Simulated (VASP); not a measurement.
# SnO2 in VASP: one cell, several levels of theory

One table from this session's results is given with a row withheld; the runs are named, their logs left out.

The runs shown are made with VASP 6.6.1. PAW datasets, plane waves. Spin-unpolarised throughout. Whether this structure exists isn't addressed.

## The cell

The cell comes from an earlier relaxation with r2SCAN in another program.

The symmetry is Fm-3m (No. 225, cubic); conventional cell a = 5.067 Å, 10.84 Å³ an atom. Near Sn stand 8 O at 2.19 Å; near O stand 4 Sn at 2.19 Å.

The structure in full:

```
CELL_PARAMETERS angstrom
0.00000 2.53347 2.53347
2.53347 0.00000 2.53347
2.53347 2.53347 0.00000
ATOMIC_POSITIONS crystal
Sn 0.00000 0.00000 0.00000
O 0.25000 0.25000 0.25000
O 0.75000 0.75000 0.75000
```

Set-up of the first run:

INCAR reads:

```
ENCUT = 520.000000
SIGMA = 0.020000
EDIFF = 1.00e-07
GGA = PE
PREC = Accurate
IBRION = -1
ISIF = 2
ISMEAR = -1
NBANDS = 20
NELM = 120
NSW = 0
LASPH = .TRUE.
LCHARG = .FALSE.
LWAVE = .FALSE.
LREAL = .FALSE.
```

KPOINTS reads:

```
KPOINTS created by Atomic Simulation Environment
0
Gamma
8 8 8
0 0 0
```

KPOINTS_OPT reads:

```
special points
6
Reciprocal
0.0000000000 0.0000000000 0.0000000000 1
0.5000000000 0.0000000000 0.5000000000 1
0.5000000000 0.2500000000 0.7500000000 1
0.3750000000 0.3750000000 0.7500000000 1
0.5000000000 0.5000000000 0.5000000000 1
0.6250000000 0.2500000000 0.6250000000 1
```

POSCAR reads:

```
Sn O
 1.0000000000000000
     0.0000000000000000    2.5334669720086236    2.5334669720086236
     2.5334669720086236    0.0000000000000000    2.5334669720086236
     2.5334669720086236    2.5334669720086236    0.0000000000000000
 Sn  O
   1   2
Cartesian
 -0.0000000000000000  0.0000000000000000  0.0000000000000000
  1.2667334860043118  1.2667334860043118  1.2667334860043118
  3.8002004580129354  3.8002004580129354  3.8002004580129354
```

The run uses the recommended PBE PAW datasets (26 valence electrons a neutral cell).

Started as:

```console
$ mpirun -np 1 vasp_std
```

Steps of the session up to this table: PBE; r2SCAN; LDA at this geometry; PBEsol; PBE+SOC at this geometry; Linear response to a field, PBE.

One table of the session follows, with a row left open; its other results are not shown here.

| level | gap (eV) | pressure (GPa) |
| --- | --- | --- |
| PBE | 0.28 | 9.99 |
| r2SCAN | ? | ? |
| LDA | 0.21 | -2.56 |
| PBEsol | 0.20 | 2.84 |
| PBE+SOC | 0.28 | 9.97 |

Estimate the missing values for r2SCAN.

As computed: gap (eV): 0.86; pressure (GPa): 1.36. In the column «gap (eV)» it is the highest.

Leaving spin-orbit runs aside: The pressure is highest with PBE (10.0 GPa) and lowest with LDA (-2.6 GPa), which orders the cells that they would relax to. A mean ε∞ of 5.5 means a refractive index near 2.35 below the gap.
